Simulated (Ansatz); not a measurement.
The system is BN.

```xyz
2
Lattice="0.0000 1.8130 1.8130 1.8130 0.0000 1.8130 1.8130 1.8130 0.0000" Properties=species:S:1:pos:R:3 pbc="T T T"
N     0.9065    0.9065    0.9065
B     0.0000    0.0000    0.0000
```

The cell is a database's computed one.

Base run:

| Quantity | Value |
| --- | --- |
| Program | Ansatz 0.2.0 |
| Functional | HSE06 |
| Potentials or basis | all-electron PAW datasets made for the crystal |
| Cutoff | 580 eV (chosen from the basis error) |
| k mesh | 10 × 10 × 10 |
| Occupations | fermi-dirac, width 0.05 eV |
| Spin | no spin polarisation |

Its results: band gap on the k mesh 5.77 eV, indirect (least direct gap 10.52 eV); pressure -9.5 GPa.

The run is repeated on the same cell with these changes: functional from HSE06 to PBE; cutoff from 580 eV (chosen from the basis error) to 520 eV (chosen from the basis error). What comes out?

Band gap on the k mesh 4.46 eV, indirect (least direct gap 8.78 eV); pressure -0.4 GPa.

HSE06 gives the wider gap, since exact exchange removes part of the self-interaction.

A k mesh can miss the band edges.
